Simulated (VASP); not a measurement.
# Si (P6/mmm) in VASP: notebook

The runs below take Si through single point, with PBE.

Program: VASP 6.6.1. These are calculated values, not measurements. Logs are shortened: lines on timing, memory, paths and dates and some standing lists are left out, and cuts for length are marked.

**1. Starting point**

It takes space group P6/mmm (No. 191, hexagonal). Conventional cell: a = 2.621 Å, b = 2.621 Å, c = 2.466 Å, α = 90.00°, β = 90.00°, γ = 120.00°. Around Si (site symmetry 6/mmm) lie 8 Si at 2.47 to 2.62 Å.

This isn't the form of Si at room conditions, which is diamond.

**2. Single point, PBE**

Contents of INCAR:

```
SYSTEM = Si
ADDGRID  = .FALSE.      
ALGO     = Normal         ! electronic algorithm
EDIFF    = 1E-6           ! SCF threshold, eV
ENCUT    = 520            ! plane-wave cutoff, eV
GGA      = PE             ! functional
ISIF     = 2              ! what is computed and relaxed
ISMEAR   = 0              ! smearing method
LASPH    = .TRUE.         ! aspherical terms in the spheres
LCHARG   = .FALSE.        ! write CHGCAR
LREAL    = .FALSE.        ! projectors in reciprocal space
LWAVE    = .FALSE.        ! write WAVECAR
NBANDS   = 8              ! bands
NELM     = 100            ! most SCF steps
PREC     = Accurate       ! precision mode
SIGMA    = 0.05           ! smearing width, eV
```

Contents of KPOINTS:

```
k-points
0
G
  7 7 6
  0 0 0
```

Contents of POSCAR:

```
Si
1.0
    2.6205428149      0.0000000000      0.0000000000
   -1.3102714075      2.2694566494      0.0000000000
    0.0000000000      0.0000000000      2.4663543900
Si
1
Direct
    0.0000000000      0.0000000000      0.0000000000
```

Potentials or basis: VASP PAW PBE potentials, release 64 (Si).

Command:

```bash
$ cat potpaw_PBE.64/Si/POTCAR > POTCAR
$ mpirun -np 1 vasp_std > vasp.out
```

OUTCAR:

```text
SYSTEM = Si
   EDIFF = 1E-6
   ENCUT = 520
   GGA = PE
   ISIF = 2
   ISMEAR = 0
   LASPH = .TRUE.
   LREAL = .FALSE.
   NELM = 100
   PREC = Accurate

 Found     32 irreducible k-points:

 Following reciprocal coordinates:
            Coordinates               Weight
  0.000000  0.000000  0.000000      1.000000
  0.142857  0.000000  0.000000      6.000000
  0.285714  0.000000  0.000000      6.000000
  0.428571  0.000000  0.000000      6.000000
  0.142857  0.142857  0.000000      6.000000
  0.285714  0.142857  0.000000     12.000000
   k-points           NKPTS =     32   k-points in BZ     NKDIM =     32   number of bands    NBANDS=      8
   number of dos      NEDOS =    301   number of ions     NIONS =      1
   total plane-waves  NPLWV =   7200
   dimension x,y,z NGX =    20 NGY =   20 NGZ =   18
   dimension x,y,z NGXF=    40 NGYF=   40 NGZF=   36
   ions per type =               1
   NGX,Y,Z   is equivalent  to a cutoff of  12.69, 12.69, 12.13 a.u.
   NGXF,Y,Z  is equivalent  to a cutoff of  25.38, 25.38, 24.27 a.u.
 SYSTEM =  Si
   PREC   = accura    normal or accurate (medium, high low for compatibility)
   ISTART =      0    job   : 0-new  1-cont  2-samecut
   ICHARG =      2    charge: 1-file 2-atom 10-const
   ISPIN  =      1    spin polarized calculation?
   LNONCOLLINEAR =      F non collinear calculations
   LSORBIT =      F    spin-orbit coupling
   LASPH  =      T    aspherical Exc in radial PAW
   ENCUT  =  520.0 eV  38.22 Ry    6.18 a.u.   4.87  4.87  4.59*2*pi/ulx,y,z
   NELM   =    100;   NELMIN=  2; NELMDL= -5     # of ELM steps
   EDIFF  = 0.1E-05   stopping-criterion for ELM
   LREAL  =      F    real-space projection
   EDIFFG = 0.1E-04   stopping-criterion for IOM
   NSW    =      0    number of steps for IOM
   IBRION =     -1    ionic relax: 0-MD 1-quasi-New 2-CG
   NFREE  =      0    steps in history (QN), initial steepest desc. (CG)
   ISIF   =      2    stress and relaxation
   ISYM   =      2    0-nonsym 1-usesym 2-fastsym
   POTIM  = 0.5000    time-step for ionic-motion
   TEBEG  =    0.0;   TEEND  =   0.0 temperature during run
   PSTRESS=    0.0 pullay stress
   NELECT =       4.0000    total number of electrons
   NUPDOWN=      -1.0000    fix difference up-down
   EMIN   =  10.00;   EMAX   =-10.00  energy-range for DOS
   EFERMI =   0.00;   METHOD = LEGACY
   ISMEAR =     0;   SIGMA  =   0.05  broadening in eV -4-tet -1-fermi 0-gaus
   EFERMI_NEDOS =   21; number of points for ismear=-14 and -15
   IALGO  =     38    algorithm
   IMIX   =      4    mixing-type and parameters
     AMIX     =   0.40;   BMIX     =  1.00
     AMIX_MAG =   1.60;   BMIX_MAG =  1.00
  volume/ion in A,a.u.               =      14.67        98.98
  Fermi-wavevector in a.u.,A,eV,Ry     =   1.061627  2.006184 15.334472  1.127052
  Thomas-Fermi vector in A             =   2.197050
   LORBIT       =      0    0 simple, 1 ext, 2 COOP (PROOUT), +10 PAW based schemes
   GGA     = PE    functional components
   LHFCALC =     F    Hartree Fock is set to
   AEXX    =    0.0000 exact exchange contribution
   IVDW    =     0    specifies the selected vdW correction
   LEPSILON=     F    determine dielectric tensor
   LRPA    =     F    only Hartree local field effects (RPA)
 non-spin polarized calculation
 Gauss-broadening in eV      SIGMA  =   0.05
  energy-cutoff  :      520.00
  volume of cell :       14.67
 maximum number of plane-waves:       405
 NGX is ok and might be reduce to    20
   NGX =  9   NGY =  9   NGZ =  9

 number of electron       4.0000000 magnetization

 Free energy of the ion-electron system (eV)
  ---------------------------------------------------
  ext. energy  EPLUGINS =         0.00000000
  ---------------------------------------------------
  free energy    TOTEN  =        -5.20183262 eV

  energy without entropy =       -5.20091547  energy(sigma->0) =       -5.20137404

 E-fermi :   9.7982     XC(G=0): -11.0673

 val. band max:        9.7743476458   @ k =   0.2857   0.0000   0.1667
 cond. band min:      10.3164907002   @ k =   0.2857   0.2857   0.5000
 fundamental gap:      0.5421430543
 Fermi energy:         9.7981944596

 k-point     1 :       0.0000    0.0000    0.0000
  band No.  band energies     occupation
      1      -4.4442      2.00000
      2      17.1946      0.00000
      3      17.7042      0.00000
      4      20.0742      0.00000
      5      20.0742      0.00000
      6      21.9784      0.00000
      7      21.9784      0.00000
      8      27.3400      0.00000

 k-point     2 :       0.1429    0.0000    0.0000
  band No.  band energies     occupation
      1      -3.8715      2.00000
      2      14.6381      0.00000
      3      17.8980      0.00000
      4      18.1845      0.00000
      5      18.2295      0.00000
      6      22.0993      0.00000
      7      25.1436      0.00000
      8      30.5193      0.00000

 k-point     3 :       0.2857    0.0000    0.0000
  band No.  band energies     occupation
      1      -2.1657      2.00000
      2       9.3463      2.00000
      3      15.9612      0.00000
      4      17.0686      0.00000
      5      19.6083      0.00000
      6      23.2380      0.00000
      7      29.6796      0.00000
      8      29.9672      0.00000

 k-point     4 :       0.4286    0.0000    0.0000
  band No.  band energies     occupation
      1       0.6224      2.00000
      2       4.5729      2.00000
      3      14.9806      0.00000
      4      16.3132      0.00000
      5      21.8162      0.00000
      6      25.7053      0.00000
      7      25.8479      0.00000
      8      29.7665      0.00000

 k-point     5 :       0.1429    0.1429    0.0000
  band No.  band energies     occupation
      1      -2.7321      2.00000
      2      11.9518      0.00000
      3      13.0253      0.00000
      4      19.1373      0.00000
      5      20.2492      0.00000
      6      23.4277      0.00000
      7      26.2934      0.00000
      8      31.3455      0.00000

 k-point     6 :       0.2857    0.1429    0.0000
  band No.  band energies     occupation
      1      -0.4794      2.00000
      2       7.2345      2.00000
      3      11.0193      0.00000
      4      20.9473      0.00000
      5      20.9843      0.00000
      6      24.9460      0.00000
      7      27.8682      0.00000
      8      29.7951      0.00000

 [... further k-points ...]
[... 5 lines left out ...]
  --------------------------------------------------------------------------------------
  -------------------------------------------------------------------------------------
  Total        0.3530616      0.3530616      0.1584524     -0.0000000     -0.0000000      0.0000000
  in kB       38.5649163     38.5649163     17.3077531     -0.0000000     -0.0000000      0.0000000
  external PRESSURE =      31.4791953 kB  Pullay stress =       0.0000000 kB

 VOLUME and BASIS-vectors are now :
 -----------------------------------------------------------------------------
  energy-cutoff  :      520.00
  volume of cell :       14.67
      direct lattice vectors                 reciprocal lattice vectors
     2.620542815  0.000000000  0.000000000     0.381600329  0.220317053  0.000000000
    -1.310271407  2.269456649  0.000000000     0.000000000  0.440634105  0.000000000
     0.000000000  0.000000000  2.466354390     0.000000000  0.000000000  0.405456736

 POSITION                                       TOTAL-FORCE (eV/Angst)
 -----------------------------------------------------------------------------------
      0.00000      0.00000      0.00000         0.000000      0.000000      0.000000
 -----------------------------------------------------------------------------------
    total drift:                                0.000000      0.000000      0.000000

  FREE ENERGIE OF THE ION-ELECTRON SYSTEM (eV)
  ---------------------------------------------------
  free  energy   TOTEN  =        -5.2018326200 eV

  energy  without entropy=       -5.2009154691  energy(sigma->0) =       -5.20137404
```

Run time: 5.6 s. Hardware: 1 thread of Intel Xeon Platinum 8488C (Sapphire Rapids), shared host; peak memory 0.11 GiB.

These settings aren't checked as converged: the numbers below hold their error.

Results:

| Quantity | Value |
| --- | --- |
| Free energy | -5.2018 eV |
| Pressure | 3.1 GPa |
| Band gap on the k mesh | none (metal or under the smearing width) |

Caveat: the k mesh is coarse (spacing up to 0.42 Å⁻¹), so the values aren't converged.

**3. Single point, PBE**

INCAR: that of step 2 with these lines changed.

```diff
@@ -14,3 +14,3 @@
 NELM     = 100            ! most SCF steps
-PREC     = Accurate       ! precision mode
+PREC     = Low            ! precision mode
 SIGMA    = 0.05           ! smearing width, eV
```

KPOINTS is that of step 2.

POSCAR is that of step 2.

Potentials or basis: VASP PAW PBE potentials, release 64 (Si).

Command:

```bash
$ cat potpaw_PBE.64/Si/POTCAR > POTCAR
$ mpirun -np 1 vasp_std > vasp.out
```

OUTCAR:

```text
SYSTEM = Si
   EDIFF = 1E-6
   ENCUT = 520
   GGA = PE
   ISIF = 2
   ISMEAR = 0
   LASPH = .TRUE.
   LREAL = .FALSE.
   NELM = 100
   PREC = Low

 Found     32 irreducible k-points:

 Following reciprocal coordinates:
            Coordinates               Weight
  0.000000  0.000000  0.000000      1.000000
  0.142857  0.000000  0.000000      6.000000
  0.285714  0.000000  0.000000      6.000000
  0.428571  0.000000  0.000000      6.000000
  0.142857  0.142857  0.000000      6.000000
  0.285714  0.142857  0.000000     12.000000
   k-points           NKPTS =     32   k-points in BZ     NKDIM =     32   number of bands    NBANDS=      8
   number of dos      NEDOS =    301   number of ions     NIONS =      1
   total plane-waves  NPLWV =   3584
   dimension x,y,z NGX =    16 NGY =   16 NGZ =   14
   dimension x,y,z NGXF=    16 NGYF=   16 NGZF=   14
   ions per type =               1
   NGX,Y,Z   is equivalent  to a cutoff of  10.15, 10.15,  9.44 a.u.
   NGXF,Y,Z  is equivalent  to a cutoff of  10.15, 10.15,  9.44 a.u.
 SYSTEM =  Si
   PREC   = low       normal or accurate (medium, high low for compatibility)
   ISTART =      0    job   : 0-new  1-cont  2-samecut
   ICHARG =      2    charge: 1-file 2-atom 10-const
   ISPIN  =      1    spin polarized calculation?
   LNONCOLLINEAR =      F non collinear calculations
   LSORBIT =      F    spin-orbit coupling
   LASPH  =      T    aspherical Exc in radial PAW
   ENCUT  =  520.0 eV  38.22 Ry    6.18 a.u.   4.87  4.87  4.59*2*pi/ulx,y,z
   NELM   =    100;   NELMIN=  2; NELMDL= -5     # of ELM steps
   EDIFF  = 0.1E-05   stopping-criterion for ELM
   LREAL  =      F    real-space projection
   EDIFFG = 0.1E-04   stopping-criterion for IOM
   NSW    =      0    number of steps for IOM
   IBRION =     -1    ionic relax: 0-MD 1-quasi-New 2-CG
   NFREE  =      0    steps in history (QN), initial steepest desc. (CG)
   ISIF   =      2    stress and relaxation
   ISYM   =      2    0-nonsym 1-usesym 2-fastsym
   POTIM  = 0.5000    time-step for ionic-motion
   TEBEG  =    0.0;   TEEND  =   0.0 temperature during run
   PSTRESS=    0.0 pullay stress
   NELECT =       4.0000    total number of electrons
   NUPDOWN=      -1.0000    fix difference up-down
   EMIN   =  10.00;   EMAX   =-10.00  energy-range for DOS
   EFERMI =   0.00;   METHOD = LEGACY
   ISMEAR =     0;   SIGMA  =   0.05  broadening in eV -4-tet -1-fermi 0-gaus
   EFERMI_NEDOS =   21; number of points for ismear=-14 and -15
   IALGO  =     38    algorithm
   IMIX   =      4    mixing-type and parameters
     AMIX     =   0.40;   BMIX     =  1.00
     AMIX_MAG =   1.60;   BMIX_MAG =  1.00
  volume/ion in A,a.u.               =      14.67        98.98
  Fermi-wavevector in a.u.,A,eV,Ry     =   1.061627  2.006184 15.334472  1.127052
  Thomas-Fermi vector in A             =   2.197050
   LORBIT       =      0    0 simple, 1 ext, 2 COOP (PROOUT), +10 PAW based schemes
   GGA     = PE    functional components
   LHFCALC =     F    Hartree Fock is set to
   AEXX    =    0.0000 exact exchange contribution
   IVDW    =     0    specifies the selected vdW correction
   LEPSILON=     F    determine dielectric tensor
   LRPA    =     F    only Hartree local field effects (RPA)
 non-spin polarized calculation
 Gauss-broadening in eV      SIGMA  =   0.05
  energy-cutoff  :      520.00
  volume of cell :       14.67
 maximum number of plane-waves:       405
   NGX =  9   NGY =  9   NGZ =  9

 number of electron       4.0000030 magnetization

 Free energy of the ion-electron system (eV)
  ---------------------------------------------------
  ext. energy  EPLUGINS =         0.00000000
  ---------------------------------------------------
  free energy    TOTEN  =        -5.20188870 eV

  energy without entropy =       -5.20097155  energy(sigma->0) =       -5.20143012

 E-fermi :   9.7981     XC(G=0): -11.0674

 val. band max:        9.7742605124   @ k =   0.2857   0.0000   0.1667
 cond. band min:      10.3163863821   @ k =   0.2857   0.2857   0.5000
 fundamental gap:      0.5421258697
 Fermi energy:         9.7981073262

 k-point     1 :       0.0000    0.0000    0.0000
  band No.  band energies     occupation
      1      -4.4443      2.00000
      2      17.1945      0.00000
      3      17.7041      0.00000
      4      20.0740      0.00000
      5      20.0741      0.00000
      6      21.9783      0.00000
      7      21.9783      0.00000
      8      27.3400      0.00000
[... 45 lines left out ...]
 k-point     6 :       0.2857    0.1429    0.0000
  band No.  band energies     occupation
      1      -0.4795      2.00000
      2       7.2344      2.00000
      3      11.0192      0.00000
      4      20.9471      0.00000
      5      20.9843      0.00000
      6      24.9458      0.00000
      7      27.8682      0.00000
      8      29.7950      0.00000

 [... further k-points ...]
[... 5 lines left out ...]
  --------------------------------------------------------------------------------------
  -------------------------------------------------------------------------------------
  Total        0.3543049      0.3543049      0.1585441     -0.0000000      0.0000000      0.0000000
  in kB       38.7007295     38.7007295     17.3177677     -0.0000000      0.0000000      0.0000000
  external PRESSURE =      31.5730755 kB  Pullay stress =       0.0000000 kB

 VOLUME and BASIS-vectors are now :
 -----------------------------------------------------------------------------
  energy-cutoff  :      520.00
  volume of cell :       14.67
      direct lattice vectors                 reciprocal lattice vectors
     2.620542815  0.000000000  0.000000000     0.381600329  0.220317053  0.000000000
    -1.310271407  2.269456649  0.000000000     0.000000000  0.440634105  0.000000000
     0.000000000  0.000000000  2.466354390     0.000000000  0.000000000  0.405456736

 POSITION                                       TOTAL-FORCE (eV/Angst)
 -----------------------------------------------------------------------------------
      0.00000      0.00000      0.00000         0.000000      0.000000      0.000000
 -----------------------------------------------------------------------------------
    total drift:                                0.000000      0.000000     -0.000000

  FREE ENERGIE OF THE ION-ELECTRON SYSTEM (eV)
  ---------------------------------------------------
  free  energy   TOTEN  =        -5.2018886975 eV

  energy  without entropy=       -5.2009715466  energy(sigma->0) =       -5.20143012
```

OSZICAR:

```text
N       E                     dE             d eps       ncg     rms          rms(c)
DAV:   1    -0.259149583206E+01   -0.25915E+01   -0.18942E+03   568   0.389E+02
DAV:   2    -0.519389521345E+01   -0.26024E+01   -0.25594E+01   768   0.311E+01
DAV:   3    -0.520837229106E+01   -0.14477E-01   -0.14477E-01   576   0.249E+00
DAV:   4    -0.520838784031E+01   -0.15549E-04   -0.15550E-04   816   0.882E-02
DAV:   5    -0.520838784345E+01   -0.31369E-08   -0.24451E-08   640   0.686E-04    0.300E+00
DAV:   6    -0.520450319369E+01    0.38846E-02   -0.19538E-03   560   0.216E-01    0.172E+00
DAV:   7    -0.520189327783E+01    0.26099E-02   -0.45608E-03   584   0.339E-01    0.168E-01
DAV:   8    -0.520189102361E+01    0.22542E-05   -0.15477E-04   640   0.721E-02    0.389E-02
DAV:   9    -0.520188893061E+01    0.20930E-05   -0.79667E-06   616   0.166E-02    0.707E-03
DAV:  10    -0.520188869748E+01    0.23313E-06   -0.57323E-07   392   0.452E-03
   1 F= -.52018887E+01 E0= -.52014301E+01  d E =-.917151E-03
```

stdout:

```text
POSCAR found type information on POSCAR Si
 POSCAR found :  1 types and       1 ions
 scaLAPACK will be used
 LDA part: xc-table for (Slater+PW92), standard interpolation
 POSCAR, INCAR and KPOINTS ok, starting setup
 FFT: planning ... GRIDC
 FFT: planning ... GRID_SOFT
 FFT: planning ... GRID
 WAVECAR not read
 entering main loop
```

Run time: 5.2 s. Hardware: 1 thread of Intel Xeon Platinum 8488C (Sapphire Rapids), shared host; peak memory 0.1 GiB.

The run converged, but some of its settings lie outside the range that counts as converged, so its numbers aren't taken as properties of the crystal.

What came out:

* Free energy: -5.2019 eV
* Pressure: 3.2 GPa
* Band gap on the k mesh: none (metal or under the smearing width)

Caveat: the k mesh is coarse (spacing up to 0.42 Å⁻¹), so the values aren't converged.

**4. The reference run**

An earlier run on the cell as given: functional PBEsol; potentials or basis VASP PAW PBE potentials, release 64 (Si); cutoff 520 eV; k mesh 12 × 12 × 11; occupations fermi-dirac, width 0.05 eV; no spin polarisation.

* Pressure: 0.7 GPa
* Band gap on the k mesh: none (metal or under the smearing width)
